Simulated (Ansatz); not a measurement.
# Si: from a guess to a relaxed structure, part 2 of 2

Aim: relax a trial structure of Si and see where it ends.

Ansatz 0.2.0; DFT PBE, scalar-relativistic, plane waves, PAW. The steps go on from the part before.

## Step 4: Relaxation on the finer mesh

The end of the coarse run is made exact in the group found at a tolerance of 0.06 Å and reduced to its primitive cell.

input.yaml reads:

```yaml
crystal:
  lattice:
    - [1.9211143675, -3.375022788, 0.0]
    - [1.9211143675, 3.375022788, 0.0]
    - [0.0, 0.0, 8.4100085424]
  atoms:
    - { symbol: Si, position: [0.0, 0.5, 0.3340664337] }
    - { symbol: Si, position: [0.5, 0.0, 0.6659335663] }
    - { symbol: Si, position: [0.5, 0.0, 0.1659335663] }
    - { symbol: Si, position: [0.0, 0.5, 0.8340664337] }
    - { symbol: Si, position: [0.0, 0.0, 0.5] }
    - { symbol: Si, position: [0.5, 0.5, 0.0] }
basis:
  ecutwfc: 420
kpoints:
  mp_grid: { grid: [12, 12, 6] }
hamiltonian:
  xc: pbe
scf:
  occupations: { method: gaussian, width: 0.1 }
output:
  forces: true
  stress: true
  eigenvalues: true
  write_density: true
  write_potential: true
  elf: true
  volumetric_format: npy
relax:
  adjacent_minimum: "off"
  f_tol: 0.01
  max_steps: 80
  cell: { stress_tol: 0.05 }
```

Run with:

```console
$ ansatz run input.yaml --threads 1 --pin off --max-ram 2560MiB --backend cpu --events-out ev --progress --plain --runs-dir out
```

Standard output (excerpt; [...] marks lines left out):

```text
Warning: RAYON_NUM_THREADS=1 ignored (pool sized by the plan → 1); use --threads N
[...]
Pseudopotentials: kind: paw
Pseudopotential: Si, paw, valence charge 4, recommended cutoff 420 eV (normal), Si.paw.azcp
Functional definition: PBE
[...]
Crystal: 6 atoms, lattice volume = 109.058 Å³
Basis set: ecut = 420 eV, 2141 PW (Γ), exchange–correlation on 54×54×120 points (8 copies of the dense FFT grid, shifted against one another)
Bands: 18, of which v1, the nominal top of the filled ones, is band 12 counted from 1 (11 counted from 0)
Symmetry: 8 space group operations
Space group: Ccce (ITA 68), of the structure as read, at distance tolerance 4.8e-5 Å
k-points: 172 of 864
[...]
SCF iter   1: F=—  HF=-3813.205898 eV  |F-HF|=—  |Δ(HF+E_count)|=         —  Δρ=2.49e-3  dr2=5.59e-3  ethr=1.77e-3  ⟨swp⟩=6.4  Hψ=19199  notcnv=0
[...]
  P = ⅓ Tr σ = 0.0032 GPa (0.032 kbar)
--- Band table (eV; the first three rows and the last of 172) ---
  k-point 0: bands = ["-5.1415", "-3.1949", "-3.1443", "2.3734", "2.3875", "4.8040", "5.3218", "6.2855", "7.0181", "7.2467", "7.8312", "7.9072", "8.7500", "8.8948", "8.9553", "9.7227", "10.0132", "10.1826"]
[...]
--- Relaxed structure (3 steps of the walk, 3 accepted, 1 SCFs on fresh bases) ---
  F+E_penalty+E_count = -3813.20959913 eV   max|allowed force component| = 4.600e-4 eV/Å   (the final SCF, on the basis selected at the relaxed cell)
  cell:  # Å, volume = 109.1888 Å³
    - [1.927140801088105, -3.388152655923388, 0.0]
    - [1.927140801088105, 3.388152655923388, 0.0]
    - [0.0, 0.0, 8.36125825798257]
  atoms:
    - { symbol: Si, position: [0.0, 0.5, 0.3341422215843775] }
    - { symbol: Si, position: [0.5, 0.0, 0.6658577784156224] }
    - { symbol: Si, position: [0.5, 0.0, 0.1658577784156225] }
    - { symbol: Si, position: [0.0, 0.5, 0.8341422215843776] }
    - { symbol: Si, position: [1.7570967385637132e-37, -5.673138371760567e-37, 0.5] }
    - { symbol: Si, position: [0.5, 0.5, 3.760110730533954e-21] }
```

It took 91 s on 1 thread of Arm Neoverse V1, shared host; peak memory 0.56 GiB.

The steps of the relaxation:

| step | energy from step 1 (eV/cell) | largest force component (eV/Å) | pressure (GPa) | volume (Å³) |
| --- | --- | --- | --- | --- |
| 1 | 0.0000 | 0.0017 | 0.14 | 109.06 |
| 2 | -0.0014 | 0.0079 | -0.04 | 109.23 |
| 3 | -0.0019 | 0.0005 | 0.00 | 109.19 |
| 4 | -0.0019 | 0.0005 | 0.00 | 109.19 |

Step 1 is the start. Step 4 repeats the geometry before it on a plane-wave basis chosen anew for that cell, so its energy need not be comparable with the rows above.

Lengths and angles in the start's conventional setting:

|  | before | after | change |
| --- | --- | --- | --- |
| a (Å) | 3.842 | 3.854 | +0.3 % |
| b (Å) | 6.750 | 6.776 | +0.4 % |
| c (Å) | 8.410 | 8.361 | -0.6 % |
| volume (Å³/atom) | 18.18 | 18.20 | +0.1 % |
| shortest distance (Å) | 2.385 | 2.386 | 0.0 % |
| space group (0.01 Å) | Ccce | Ccce | same |

Forces and stress were held to the start's 8 operations: a distortion of lower symmetry was not tested.

The maps below are laid out on this run's own conventional cell (a, b, c = 3.854, 6.776, 8.361 Å).

Density in a lattice plane of the grid's cell (edges 3.85 and 8.36 Å, at 0.250 of the third edge), which holds Si.

Ten even steps from ' ' (0.08 e/Å³) to '@' (0.52 e/Å³):
```
..--==++==--..          
--++++++++++--..      ..
++++::  ::++++--......--
%%%%==..==%%%%**======**
@@@@##**##@@@@@@##**##@@
%%**======**%%%%==..==%%
++--......--++++::  ::++
--..      ..--++++++++++
..          ..--==++==--
........................
..--==++==--..          
--++++++++++--..      ..
++++::  ::++++--......--
%%%%==..==%%%%**======**
@@@@##**##@@@@@@##**##@@
%%**======**%%%%==..==%%
++--......--++++::  ::++
--..      ..--++++++++++
..          ..--==++==--
........................
```
Columns run along the first of these edges and rows up along the second, over one cell in 12 and 20 even steps from the bottom left corner. Atoms in the plane (fractional): Si at (0.25, 0.33), Si at (0.75, 0.67), Si at (0.75, 0.17), Si at (0.25, 0.83).

ELF in the same plane.

Ten even steps from ' ' (0.08) to '@' (0.93):
```
::++******++::..      ..
==++==--==++==::      ::
**==::--::==**++--::--++
@@%%==::==%%@@%%##++##%%
@@@@##++##@@@@@@##++##@@
@@%%##++##%%@@%%==::==%%
**++--::--++**==::--::==
==::      ::==++==--==++
::..      ..::++******++
..::------::..::------::
::++******++::..      ..
==++==--==++==::      ::
**==::--::==**++--::--++
@@%%==::==%%@@%%##++##%%
@@@@##++##@@@@@@##++##@@
@@%%##++##%%@@%%==::==%%
**++--::--++**==::--::==
==::      ::==++==--==++
::..      ..::++******++
..::------::..::------::
```
Columns run along the first of these edges and rows up along the second, over one cell in 12 and 20 even steps from the bottom left corner. Atoms in the plane (fractional): Si at (0.25, 0.33), Si at (0.75, 0.67), Si at (0.75, 0.17), Si at (0.25, 0.83).

Both are smooth fields of the valence electrons: close to the nuclei they are not physical.

Maxima of ELF outside the ion cores: 0.94 on the Si–Si line, 1.1 Å from Si.

## Step 5: Variant: mixing.algorithm broyden, mixing.beta 0.05, n_extra_bands 2

input.yaml reads:

```yaml
crystal:
  lattice:
    - [1.9271408011, -3.3881526559, 0.0]
    - [1.9271408011, 3.3881526559, 0.0]
    - [0.0, 0.0, 8.361258258]
  atoms:
    - { symbol: Si, position: [0.0, 0.5, 0.3341422216] }
    - { symbol: Si, position: [0.5, 0.0, 0.6658577784] }
    - { symbol: Si, position: [0.5, 0.0, 0.1658577784] }
    - { symbol: Si, position: [0.0, 0.5, 0.8341422216] }
    - { symbol: Si, position: [0.0, 0.0, 0.5] }
    - { symbol: Si, position: [0.5, 0.5, 0.0] }
basis:
  ecutwfc: 420
kpoints:
  mp_grid: { grid: [12, 12, 6] }
hamiltonian:
  xc: pbe
scf:
  occupations: { method: gaussian, width: 0.1 }
  mixing: { algorithm: broyden, beta: 0.05 }
  n_extra_bands: 2
output:
  forces: true
  eigenvalues: true
  stress: true
```

Run with:

```console
$ ansatz run input.yaml --threads 1 --pin off --max-ram 2560MiB --backend cpu --events-out ev --progress --plain --runs-dir out
```

Standard output (excerpt; [...] marks lines left out):

```text
Warning: RAYON_NUM_THREADS=1 ignored (pool sized by the plan → 1); use --threads N
scf.n_extra_bands = 2 over 12 filled bands (N_el = 24.0): the run solves 14 bands
[...]
Pseudopotentials: kind: paw
Pseudopotential: Si, paw, valence charge 4, recommended cutoff 420 eV (normal), Si.paw.azcp
Functional definition: PBE
[...]
Crystal: 6 atoms, lattice volume = 109.189 Å³
Basis set: ecut = 420 eV, 2147 PW (Γ), exchange–correlation on 54×54×120 points (8 copies of the dense FFT grid, shifted against one another)
Bands: 14, of which v1, the nominal top of the filled ones, is band 12 counted from 1 (11 counted from 0)
Symmetry: 8 space group operations
Space group: Ccce (ITA 68), of the structure as read, at distance tolerance 4.8e-5 Å
k-points: 172 of 864
[...]
SCF iter   1: F=—  HF=-3813.207994 eV  |F-HF|=—  |Δ(HF+E_count)|=         —  Δρ=2.43e-3  dr2=5.27e-3  ethr=1.77e-3  ⟨swp⟩=6.2  Hψ=15647  notcnv=0
[...]
Free energy (F): -3813.209599 eV
[...]
E sigma→0 (E₀):  -3813.208178 eV
Entropy (-TS):   -0.002843 eV (-0.474 meV/atom)
Fermi energy:    7.595888 eV
[...]
--- Forces (eV/Å), atoms counted from 1 ---
  atom   1  Si     0.00000000     0.00000000     0.00047683
  atom   2  Si     0.00000000     0.00000000    -0.00047683
  atom   3  Si     0.00000000     0.00000000    -0.00047683
  atom   4  Si     0.00000000     0.00000000     0.00047683
  atom   5  Si     0.00000000     0.00000000     0.00000000
  atom   6  Si     0.00000000     0.00000000    -0.00000000
[...]
--- Stress (GPa, compression-positive) ---
        0.002455       0.000000       0.000000
        0.000000       0.010552       0.000000
        0.000000       0.000000      -0.003665
  P = ⅓ Tr σ = 0.0031 GPa (0.031 kbar)
--- Band table (eV; the first three rows and the last of 172) ---
  k-point 0: bands = ["-5.1414", "-3.1949", "-3.1443", "2.3734", "2.3875", "4.8039", "5.3218", "6.2855", "7.0182", "7.2467", "7.8312", "7.9072", "8.7500", "8.8948"]
[...]
```

Run time: 22 s. Hardware: 1 thread of Arm Neoverse V1, shared host; peak memory 0.48 GiB.

```
    run     ending  energy change  pressure (GPa)  gap (eV)  force (eV/Å)  cycles  time
 step 4  converged              0             0.0      0.00          0.00       -  91 s
variant  converged   0.0 meV/atom             0.0      0.00          0.00       8  22 s
```

With the changed mixing and band count the energy agrees within 0.5 meV/atom.

## Step 6: What came out

What follows sums up all 2 parts. Changes of volume or cell count from the first structure of part 1.

```
                              quantity                                                                      value
symmetry at the end (tolerance 0.05 Å)                                                  space group Ccce (No. 68)
                     conventional cell  a = 3.854 Å, b = 6.776 Å, c = 8.361 Å, α = 90.00°, β = 90.00°, γ = 90.00°
                                volume                                                              18.20 Å³/atom
        energy over the standard state                                                              +0.27 eV/atom
                       gap on the mesh                                                               none (metal)
```

What this shows: The space group Ccce (No. 68) is kept, and the volume per atom grows by 25.8 % from the first guess. It lies above the element's standard state, so it is metastable at best. No finished test with a distortion of lower symmetry is shown, so the end may be a saddle point.
